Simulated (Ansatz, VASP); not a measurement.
# Au: VASP beside Ansatz

```
Au
1.0
     0.00000    1.96280    1.96280
     1.96280    0.00000    1.96280
     1.96280    1.96280    0.00000
Au
1
Direct
  0.00000 0.00000 0.00000
```

Alike in both runs: functional LDA; k mesh 17 × 17 × 17; occupations fermi-dirac, width 0.1 eV; no spin polarisation.

Ansatz relaxed the structure, and its values are those at the end. VASP's run is a single point on that final structure, the one shown.

|  | VASP | Ansatz |
| --- | --- | --- |
| version | VASP 6.6.1 | Ansatz 0.2.0 |
| potentials or method | VASP PAW LDA potentials, release 64 (Au) | PAW with Ansatz's default frozen-core files, scalar-relativistic |
| plane-wave cutoff (eV) | 520 | 420 |
| valence electrons in the cell | 11 | 19 |

```csv
,VASP,Ansatz,Ansatz less VASP
pressure (GPa),23.7,23.0,-0.73
```

The two sets of potentials don't hold the same shells in valence.

Caveats: so large a pressure means that the cell lies far from this level's equilibrium, or that cutoff or potentials fall short (VASP). The runs have no spin-orbit coupling, so splittings on Au are missing.
